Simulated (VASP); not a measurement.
# Ti (P6_3/mmc) in VASP: single point with PBEsol

Aim: the single point of Ti with PBEsol.

Everything below comes from runs of VASP 6.6.1. Logs are shortened: lines on timing, memory, paths and dates and some standing lists are left out, and cuts for length are marked.

## 1. Starting point

The structure is hexagonal, space group P6_3/mmc (No. 194). The conventional cell has a = 2.898 Å, b = 2.898 Å, c = 4.587 Å, α = 90.00°, β = 90.00°, γ = 120.00°. Ti (site symmetry -6m2) is surrounded by 12 Ti at 2.84 to 2.90 Å.

## 2. Single point, PBEsol, non-collinear spin, zero start, spin-orbit coupling

INCAR reads:

```
SYSTEM = Ti
PREC = Accurate
ENCUT = 520
EDIFF = 1E-6
ISMEAR = 0
SIGMA = 0.1
LREAL = .False.
LASPH = .True.
NELM = 60
ALGO = Normal
ISIF = 2
LWAVE = .False.
LCHARG = .False.
MAGMOM = 0 0 0 0 0 0
LORBIT = 11
LSORBIT = .True.
GGA_COMPAT = .False.
LMAXMIX = 4
GGA = PS
NBANDS = 36
```

KPOINTS reads:

```
Automatic mesh
0
Gamma
  18 18 10
  0 0 0
```

POSCAR reads:

```
Ti
1.0
    2.8983000000      0.0000000000      0.0000000000
   -1.4491500000      2.5100000000      0.0000000000
    0.0000000000      0.0000000000      4.5866100000
Ti
2
Direct
    0.3333300000      0.6666700000      0.2500000000
    0.6666700000      0.3333300000      0.7500000000
```

Potentials or basis: VASP PAW PBE potentials, release 64 (Ti_sv).

The run is started by

```console
> cat potpaw_PBE.64/Ti_sv/POTCAR > POTCAR
> mpirun -np 1 vasp_ncl > vasp.out
```

OUTCAR:

```text
SYSTEM = Ti
   PREC = Accurate
   ENCUT = 520
   EDIFF = 1E-6
   ISMEAR = 0
   LREAL = .False.
   LASPH = .True.
   NELM = 60
   ISIF = 2
   LORBIT = 11
   LSORBIT = .True.
   GGA = PS

 ion  position               nearest neighbor table
   1  0.333  0.667  0.250-   2 2.84   2 2.84   2 2.84   2 2.84   2 2.84   2 2.84
   2  0.667  0.333  0.750-   1 2.84   1 2.84   1 2.84   1 2.84   1 2.84   1 2.84

  LATTYP: Found a hexagonal cell.
 ALAT       =     2.8983000000
 C/A-ratio  =     1.5825173377

  Lattice vectors:

 A1 = (   2.8983000000,   0.0000000000,   0.0000000000)
 A2 = (  -1.4491500000,   2.5100000000,   0.0000000000)
 A3 = (   0.0000000000,   0.0000000000,   4.5866100000)

Analysis of symmetry for initial positions (statically):
=====================================================================
 Subroutine PRICEL returns:
 Original cell was already a primitive cell.

 Routine SETGRP: Setting up the symmetry group for a
 hexagonal supercell.

 Subroutine GETGRP returns: Found  8 space group operations
 (whereof  4 operations were pure point group operations)
 out of a pool of 24 trial point group operations.

The static configuration has the point symmetry C_2h.
 The point group associated with its full space group is D_2h.

Analysis of symmetry for dynamics (positions and initial velocities):
=====================================================================
 Subroutine PRICEL returns:
 Original cell was already a primitive cell.

 Routine SETGRP: Setting up the symmetry group for a
 hexagonal supercell.

 Subroutine GETGRP returns: Found  8 space group operations
 (whereof  4 operations were pure point group operations)
 out of a pool of 24 trial point group operations.

The dynamic configuration has the point symmetry C_2h.
 The point group associated with its full space group is D_2h.

Analysis of structural, dynamic, and magnetic symmetry:
=====================================================================
 Subroutine PRICEL returns:
 Original cell was already a primitive cell.

 Routine SETGRP: Setting up the symmetry group for a
 hexagonal supercell.

 Subroutine GETGRP returns: Found  8 space group operations
 (whereof  4 operations were pure point group operations)
 out of a pool of 24 trial point group operations.

The overall configuration has the point symmetry C_2h.
 The point group associated with its full space group is D_2h.

 Subroutine INISYM returns: Found  8 space group operations
 (whereof  4 operations are pure point group operations),
 and found     1 'primitive' translations

----------------------------------------------------------------------------------------

                                     Primitive cell

  volume of cell :      33.3664

  direct lattice vectors                    reciprocal lattice vectors
     2.898300000  0.000000000  0.000000000     0.345029845  0.199203187  0.000000000
    -1.449150000  2.510000000  0.000000000     0.000000000  0.398406375  0.000000000
     0.000000000  0.000000000  4.586610000     0.000000000  0.000000000  0.218025949

  length of vectors
     2.898300000  2.898298763  4.586610000     0.398406205  0.398406375  0.218025949

  position of ions in fractional coordinates (direct lattice)
     0.333330000  0.666670000  0.250000000
     0.666670000  0.333330000  0.750000000

  ion indices of the primitive-cell ions
   primitive index   ion index
                 1           1
                 2           2

----------------------------------------------------------------------------------------

 KPOINTS: Automatic mesh

Automatic generation of k-mesh.
 Grid dimensions read from file:
 generate k-points for:   18   18   10

 Generating k-lattice:

  Cartesian coordinates                     Fractional coordinates (reciprocal lattice)
     0.019168325  0.011066844  0.000000000     0.055555556 -0.000000000  0.000000000
     0.000000000  0.022133687  0.000000000     0.000000000  0.055555556  0.000000000
     0.000000000  0.000000000  0.021802595     0.000000000  0.000000000  0.100000000

  Length of vectors
     0.022133678  0.022133687  0.021802595

  Shift w.r.t. Gamma in fractional coordinates (k-lattice)
     0.000000000  0.000000000  0.000000000

 Subroutine IBZKPT returns following result:
 ===========================================

 Found    546 irreducible k-points:

 Following reciprocal coordinates:
            Coordinates               Weight
  0.000000  0.000000  0.000000      1.000000
  0.055556  0.000000  0.000000      4.000000
 -0.055556  0.055556  0.000000      2.000000
  0.111111  0.000000  0.000000      4.000000
 -0.111111  0.111111  0.000000      2.000000
  0.166667  0.000000  0.000000      4.000000
[... 16 lines left out ...]
 -0.055556  0.166667  0.000000      4.000000
 -0.166667  0.111111  0.000000      4.000000
 [... further k-points ...]
   k-points           NKPTS =    546   k-points in BZ     NKDIM =    546   number of bands    NBANDS=     36
   number of dos      NEDOS =    301   number of ions     NIONS =      2
   total plane-waves  NPLWV =  20736
   dimension x,y,z NGX =    24 NGY =   24 NGZ =   36
   dimension x,y,z NGXF=    48 NGYF=   48 NGZF=   72
   ions per type =               2
   NGX,Y,Z   is equivalent  to a cutoff of  13.77, 13.77, 13.05 a.u.
   NGXF,Y,Z  is equivalent  to a cutoff of  27.53, 27.53, 26.10 a.u.
 SYSTEM =  Ti
   PREC   = accura    normal or accurate (medium, high low for compatibility)
   ISTART =      0    job   : 0-new  1-cont  2-samecut
   ICHARG =      2    charge: 1-file 2-atom 10-const
   ISPIN  =      1    spin polarized calculation?
   LNONCOLLINEAR =      T non collinear calculations
   LSORBIT =      T    spin-orbit coupling
   LASPH  =      T    aspherical Exc in radial PAW
   ENCUT  =  520.0 eV  38.22 Ry    6.18 a.u.   5.39  5.39  8.53*2*pi/ulx,y,z
   NELM   =     60;   NELMIN=  2; NELMDL= -5     # of ELM steps
   EDIFF  = 0.1E-05   stopping-criterion for ELM
   LREAL  =      F    real-space projection
   EDIFFG = 0.1E-04   stopping-criterion for IOM
   NSW    =      0    number of steps for IOM
   IBRION =     -1    ionic relax: 0-MD 1-quasi-New 2-CG
   NFREE  =      0    steps in history (QN), initial steepest desc. (CG)
   ISIF   =      2    stress and relaxation
   ISYM   =      2    0-nonsym 1-usesym 2-fastsym
   POTIM  = 0.5000    time-step for ionic-motion
   TEBEG  =    0.0;   TEEND  =   0.0 temperature during run
   PSTRESS=    0.0 pullay stress
   NELECT =      24.0000    total number of electrons
   NUPDOWN=      -1.0000    fix difference up-down
   EMIN   =  10.00;   EMAX   =-10.00  energy-range for DOS
   EFERMI =   0.00;   METHOD = LEGACY
   ISMEAR =     0;   SIGMA  =   0.10  broadening in eV -4-tet -1-fermi 0-gaus
   EFERMI_NEDOS =   21; number of points for ismear=-14 and -15
   IALGO  =     38    algorithm
   IMIX   =      4    mixing-type and parameters
     AMIX     =   0.40;   BMIX     =  1.00
     AMIX_MAG =   1.60;   BMIX_MAG =  1.00
  volume/ion in A,a.u.               =      16.68       112.58
  Fermi-wavevector in a.u.,A,eV,Ry     =   1.466816  2.771880 29.273601  2.151549
  Thomas-Fermi vector in A             =   2.582508
   LORBIT       =     11    0 simple, 1 ext, 2 COOP (PROOUT), +10 PAW based schemes
   GGA     = PS    functional components
   LHFCALC =     F    Hartree Fock is set to
   AEXX    =    0.0000 exact exchange contribution
   IVDW    =     0    specifies the selected vdW correction
   LEPSILON=     F    determine dielectric tensor
   LRPA    =     F    only Hartree local field effects (RPA)
 Gauss-broadening in eV      SIGMA  =   0.10
  energy-cutoff  :      520.00
  volume of cell :       33.37
 maximum number of plane-waves:      1858
 NGX is ok and might be reduce to    24
   NGX = 11   NGY = 11   NGZ = 17

 number of electron      24.0000000 magnetization       0.0000000      0.0000000      0.0000000

 number of electron      23.9999999 magnetization      -0.0000000     -0.0000000     -0.0000000

 number of electron      23.9999999 magnetization      -0.0000000      0.0000000      0.0000000

 number of electron      23.9999999 magnetization      -0.0000000     -0.0000000      0.0000000

 Free energy of the ion-electron system (eV)
  ---------------------------------------------------
  ext. energy  EPLUGINS =         0.00000000
  ---------------------------------------------------
  free energy    TOTEN  =       -16.69520377 eV

  energy without entropy =      -16.68602221  energy(sigma->0) =      -16.69061299

 E-fermi :   8.6467     XC(G=0): -11.8293

 val. band max:        8.6356526083   @ k =   0.0000   0.0000   0.4000
 cond. band min:       8.6538906436   @ k =  -0.2778  -0.4444   0.4000
 fundamental gap:      0.0182380354
 Fermi energy:         8.6467080265

 k-point     1 :       0.0000    0.0000    0.0000
  band No.  band energies     occupation
      1     -47.9251      1.00000
      2     -47.9251      1.00000
      3     -47.7604      1.00000
      4     -47.7604      1.00000
      5     -24.8050      1.00000
      6     -24.8050      1.00000
[... 28 lines left out ...]
     35      10.3335      0.00000
     36      10.3335      0.00000
[... 866 lines left out ...]
      6     -24.7739      1.00000
[... 28 lines left out ...]
     35      10.3853      0.00000
     36      10.3853      0.00000

 [... further k-points ...]

------------------------ aborting loop because EDIFF is reached ----------------------------------------

  FORCE on cell =-STRESS in cart. coord.  units (eV):
  Direction    XX          YY          ZZ          XY          YZ          ZX
  --------------------------------------------------------------------------------------
  -------------------------------------------------------------------------------------
  Total        0.0041831      0.0042932      0.0096752      0.0000953      0.0000000     -0.0000000
  in kB        0.2008635      0.2061497      0.4645808      0.0045782      0.0000000     -0.0000000
  external PRESSURE =       0.2905313 kB  Pullay stress =       0.0000000 kB

 VOLUME and BASIS-vectors are now :
 -----------------------------------------------------------------------------
  energy-cutoff  :      520.00
  volume of cell :       33.37
      direct lattice vectors                 reciprocal lattice vectors
     2.898300000  0.000000000  0.000000000     0.345029845  0.199203187  0.000000000
    -1.449150000  2.510000000  0.000000000     0.000000000  0.398406375  0.000000000
     0.000000000  0.000000000  4.586610000     0.000000000  0.000000000  0.218025949

 POSITION                                       TOTAL-FORCE (eV/Angst)
 -----------------------------------------------------------------------------------
     -0.00001      1.67334      1.14665         0.000041     -0.000024     -0.000000
      1.44916      0.83666      3.43996        -0.000041      0.000024      0.000000
 -----------------------------------------------------------------------------------
    total drift:                                0.000000     -0.000000      0.000000

  FREE ENERGIE OF THE ION-ELECTRON SYSTEM (eV)
  ---------------------------------------------------
  free  energy   TOTEN  =       -16.6952037689 eV

  energy  without entropy=      -16.6860222138  energy(sigma->0) =      -16.69061299

 Spin-Orbit-Coupling matrix elements

 Ion:    1  E_soc:     -0.0111164
 l=   1
     0.0000000    -0.0017608    -0.0017611
    -0.0017608     0.0000000    -0.0017608
    -0.0017611    -0.0017608     0.0000000
 l=   2
     0.0000000    -0.0000166     0.0000000    -0.0000166    -0.0000803
    -0.0000166     0.0000000    -0.0000569    -0.0000149    -0.0000166
     0.0000000    -0.0000569     0.0000000    -0.0000569     0.0000000
    -0.0000166    -0.0000149    -0.0000569     0.0000000    -0.0000166
    -0.0000803    -0.0000166     0.0000000    -0.0000166     0.0000000
 l=   3
     0.0000000     0.0000000     0.0000000     0.0000000     0.0000000     0.0000000     0.0000000
     0.0000000     0.0000000     0.0000000     0.0000000     0.0000000     0.0000000     0.0000000
     0.0000000     0.0000000     0.0000000     0.0000000     0.0000000     0.0000000     0.0000000
     0.0000000     0.0000000     0.0000000     0.0000000     0.0000000     0.0000000     0.0000000
     0.0000000     0.0000000     0.0000000     0.0000000     0.0000000     0.0000000     0.0000000
     0.0000000     0.0000000     0.0000000     0.0000000     0.0000000     0.0000000     0.0000000
     0.0000000     0.0000000     0.0000000     0.0000000     0.0000000     0.0000000     0.0000000

 Ion:    2  E_soc:     -0.0111164
 l=   1
     0.0000000    -0.0017608    -0.0017611
    -0.0017608     0.0000000    -0.0017608
    -0.0017611    -0.0017608     0.0000000
 l=   2
     0.0000000    -0.0000166     0.0000000    -0.0000166    -0.0000803
    -0.0000166     0.0000000    -0.0000569    -0.0000149    -0.0000166
     0.0000000    -0.0000569     0.0000000    -0.0000569     0.0000000
    -0.0000166    -0.0000149    -0.0000569     0.0000000    -0.0000166
    -0.0000803    -0.0000166     0.0000000    -0.0000166     0.0000000
 l=   3
     0.0000000     0.0000000     0.0000000     0.0000000     0.0000000     0.0000000     0.0000000
     0.0000000     0.0000000     0.0000000     0.0000000     0.0000000     0.0000000     0.0000000
     0.0000000     0.0000000     0.0000000     0.0000000     0.0000000     0.0000000     0.0000000
     0.0000000     0.0000000     0.0000000     0.0000000     0.0000000     0.0000000     0.0000000
     0.0000000     0.0000000     0.0000000     0.0000000     0.0000000     0.0000000     0.0000000
     0.0000000     0.0000000     0.0000000     0.0000000     0.0000000     0.0000000     0.0000000
     0.0000000     0.0000000     0.0000000     0.0000000     0.0000000     0.0000000     0.0000000

 total charge

# of ion       s       p       d       tot
------------------------------------------
    1        2.260   6.130   1.913  10.302
    2        2.260   6.130   1.913  10.302
--------------------------------------------------
tot          4.520  12.259   3.825  20.605

 magnetization (x)

# of ion       s       p       d       tot
------------------------------------------
    1        0.000   0.000   0.000   0.000
    2        0.000   0.000   0.000   0.000
--------------------------------------------------
tot          0.000   0.000   0.000   0.000

 magnetization (y)

# of ion       s       p       d       tot
------------------------------------------
    1        0.000   0.000   0.000   0.000
    2        0.000   0.000   0.000   0.000
--------------------------------------------------
tot          0.000   0.000   0.000   0.000

 magnetization (z)

# of ion       s       p       d       tot
------------------------------------------
    1        0.000   0.000   0.000   0.000
    2        0.000   0.000   0.000   0.000
--------------------------------------------------
tot          0.000   0.000   0.000   0.000
```

It took 30 min on 1 thread of Intel Xeon Platinum 8375C at 2.90GHz (Ice Lake), shared host; peak memory 0.87 GiB.

Results:

| Quantity | Value |
| --- | --- |
| Free energy | -16.6952 eV |
| Pressure | 0.0 GPa |
| Net moment | 0.00 μB per cell |
| Valence electrons inside the program's atomic spheres | Ti 10.30 |

Moments on the atoms (μB; x, y, z):
```
Ti  0.00 0.00 0.00
Ti  0.00 0.00 0.00
```

Caveat: the PAW data sets were made with another functional, which shifts forces and pressure a little.
